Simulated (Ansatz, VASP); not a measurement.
HgTe: VASP beside Ansatz

```xyz
2
Lattice="0.0000 2.6676 2.6676 2.6676 0.0000 2.6676 2.6676 2.6676 0.0000" Properties=species:S:1:pos:R:3 pbc="T T T"
Hg    0.0000    0.0000    0.0000
Te    1.3338    1.3338    1.3338
```

Change from the starting cell: volume scaled by 0.55, LAPW.

Alike in both runs: task single point; functional PBEsol; k mesh 12 × 12 × 12; occupations fermi-dirac, width 0.05 eV; no spin polarisation.

```csv
,VASP,Ansatz
version,VASP 6.6.1,Ansatz 0.2.0
potentials or method,"VASP PAW PBE potentials, release 64 (Hg, Te), cutoff 520 eV","all-electron LAPW, scalar-relativistic"
```

|  | VASP | Ansatz | Ansatz less VASP |
| --- | --- | --- | --- |
| pressure (GPa) | 116.7 | 115.2 | -1.48 |

Ansatz ran all-electron here, so the differences hold the error of VASP's frozen core and of both bases.

Caveats: the cell as given lies far from equilibrium; so large a pressure means that the cell lies far from this level's equilibrium, or that cutoff or potentials fall short (VASP); the potentials were made for another functional, which shifts forces and pressure (VASP). Spin-orbit coupling is left out, which matters for the levels of Hg, Te.
